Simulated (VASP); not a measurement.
**WS2: equation of state with PBEsol**

The system is WS2, a slab with vacuum.

```
CELL_PARAMETERS angstrom
3.18352 0.00000 0.00000
-1.59176 2.75701 0.00000
0.00000 0.00000 16.95058
ATOMIC_POSITIONS crystal
W 0.00000 0.00000 0.00000
S 0.33333 0.66667 0.09200
S 0.33333 0.66667 0.90800
```

```json
{
  "Program": "VASP 6.6.1",
  "Task": "equation of state",
  "Functional": "PBEsol",
  "Potentials or basis": "VASP PAW PBE potentials, release 64 (W_sv, S)",
  "Cutoff": "520 eV",
  "k mesh": "10 × 10 × 2",
  "Occupations": "fermi-dirac, width 0.05 eV",
  "Spin": "no spin polarisation"
}
```

| Item | Value |
| --- | --- |
| Equilibrium volume | 48.74 Å³/atom |
| Bulk modulus at fixed shape and positions | 61 GPa |
| Pressure derivative of the bulk modulus | 4.4 |

Energy against volume, from the lowest point:
```csv
volume (Å³/atom),energy (meV/atom)
46.616,18.96
47.608,5.13
48.600,0.00
49.592,2.66
50.583,12.30
51.575,28.22
52.567,49.74
```

All runs of the series together: 5.2 min on 1 thread of Intel(R) Xeon(R) 6975P-C (Granite Rapids), on a shared host.

Caveat: the cell was scaled at fixed shape and fractional positions, which overstates the stiffness of a crystal with free parameters, most of all of layers and chains; the PAW data sets were made with another functional, which shifts forces and pressure a little. Spin-orbit coupling is left out, which matters for the levels of W.
